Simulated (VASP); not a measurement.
## LiCl in VASP 6.6.1, single-point calculation

INCAR

```
IMIX = 1
LASPH = .TRUE.
NELM = 120
IBRION = -1
ENCUT = 520
LREAL = .FALSE.
GGA = PE
SIGMA = 0.5
NBANDS = 18
ISIF = 2
ISMEAR = -4
LCHARG = .FALSE.
AMIX = 0.4
NSW = 0
LWAVE = .FALSE.
PREC = Accurate
EDIFF = 0.0001
```

KPOINTS

```
KPOINTS created by Atomic Simulation Environment
0
Gamma
12 12 4
0 0 0
```

POSCAR

```
Li Cl
 1.0000000000000000
     3.8937403927024352    0.0000000000000000   -0.0000000000000000
    -1.9468701963512176    3.3720780958219057    0.0000000000000000
    -0.0000000000000000   -0.0000000000000000    6.2258774254657476
 Li  Cl
   2   2
Cartesian
  1.9468701963512176  1.1240260319406350  5.4667944935873090
 -0.0000000000000000  2.2480520638812700  2.3538557808544356
  1.9468701963512176  1.1240260319406350  3.0937931923055180
 -0.0000000000000000  2.2480520638812700  6.2067319050383922
```

The recommended PBE PAW datasets give the neutral cell 20 valence electrons.

Command

```
mpirun -np 1 vasp_std
```

Problem. How does this run end, and what does it give?

Solution. It converged. Results: gap between bands v and c on the k mesh 6.02 eV; least direct gap on the k mesh 6.02 eV; pressure 0.6 GPa. Band v is the last that the valence electrons fill when counted band by band, and c is the next.

OSZICAR

```
N       E                     dE             d eps       ncg     rms          rms(c)
DAV:   1     0.131777608691E+03    0.13178E+03   -0.89377E+03  2052   0.107E+03
DAV:   2     0.198482652463E+00   -0.13158E+03   -0.12726E+03  2544   0.236E+02
DAV:   3    -0.146033693041E+02   -0.14802E+02   -0.14736E+02  3526   0.676E+01
DAV:   4    -0.150642473188E+02   -0.46088E+00   -0.45915E+00  3096   0.135E+01
DAV:   5    -0.150928001641E+02   -0.28553E-01   -0.28543E-01  3214   0.267E+00    0.327E+00
DAV:   6    -0.148390960024E+02    0.25370E+00   -0.44437E-01  2476   0.309E+00    0.246E+00
DAV:   7    -0.148358529059E+02    0.32431E-02   -0.77735E-02  2914   0.130E+00    0.186E+00
DAV:   8    -0.148484919799E+02   -0.12639E-01   -0.12912E-02  3000   0.621E-01    0.117E+00
DAV:   9    -0.148569778707E+02   -0.84859E-02   -0.27246E-03  2378   0.311E-01    0.706E-01
DAV:  10    -0.148619341239E+02   -0.49563E-02   -0.12233E-03  2344   0.211E-01    0.423E-01
DAV:  11    -0.148646807591E+02   -0.27466E-02   -0.60838E-04  2342   0.148E-01    0.253E-01
DAV:  12    -0.148661616052E+02   -0.14808E-02   -0.31901E-04  2308   0.105E-01    0.152E-01
DAV:  13    -0.148669474294E+02   -0.78582E-03   -0.16962E-04  2212   0.756E-02    0.919E-02
DAV:  14    -0.148673599229E+02   -0.41249E-03   -0.88365E-05  2100   0.542E-02    0.565E-02
DAV:  15    -0.148675747923E+02   -0.21487E-03   -0.49218E-05  1718   0.412E-02    0.354E-02
DAV:  16    -0.148676863988E+02   -0.11161E-03   -0.26553E-05  1640   0.306E-02    0.227E-02
DAV:  17    -0.148677441469E+02   -0.57748E-04   -0.13389E-05  1582   0.216E-02
   1 F= -.14867744E+02 E0= -.14867744E+02  d E =0.000000E+00
```

For comparison, a separate PBE run of the intended cell, on usual settings and not on those above, gives a gap of 6.03 eV on its mesh and a pressure of 0.6 GPa.
